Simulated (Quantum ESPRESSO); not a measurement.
The system is BeTe.

```
Te Be
1.0
     0.00000    2.77000    2.77000
     2.77000    0.00000    2.77000
     2.77000    2.77000    0.00000
Te Be
1 1
Direct
  0.75000 0.75000 0.75000
  0.00000 0.00000 0.00000
```

Base run:

| Property | Result |
| --- | --- |
| Program | Quantum ESPRESSO 7.5 |
| Functional | PBEsol |
| Potentials or basis | SG15 PBE 1.2 |
| Cutoff | 952 eV |
| Density cutoff | 3810 eV |
| k mesh | 8 × 8 × 8 |
| Occupations | fermi-dirac, width 0.05 eV |
| Spin | no spin polarisation |

Its results: band gap on the k mesh 1.77 eV, indirect (least direct gap 3.60 eV); pressure 2.0 GPa.

Problem. After a change of settings the same cell gave: band gap on the k mesh 1.94 eV, indirect (least direct gap 3.63 eV); pressure 6.5 GPa. Which change was it?
A. functional from PBEsol to AM05; potentials or basis from SG15 PBE 1.2 to PseudoDojo 0.4.1 SR PBE standard; cutoff from 952 eV to 1197 eV; density cutoff from 3810 eV to 4789 eV
B. functional from PBEsol to AM05
C. functional from PBEsol to PBE
D. functional from PBEsol to RPBE

Solution. D.

RPBE binds less tightly than PBEsol, so the same cell stands under more pressure.

Caveats: the potentials were made for another functional, which shifts forces and pressure; spin-orbit coupling is left out, which moves the levels of the heavy elements.
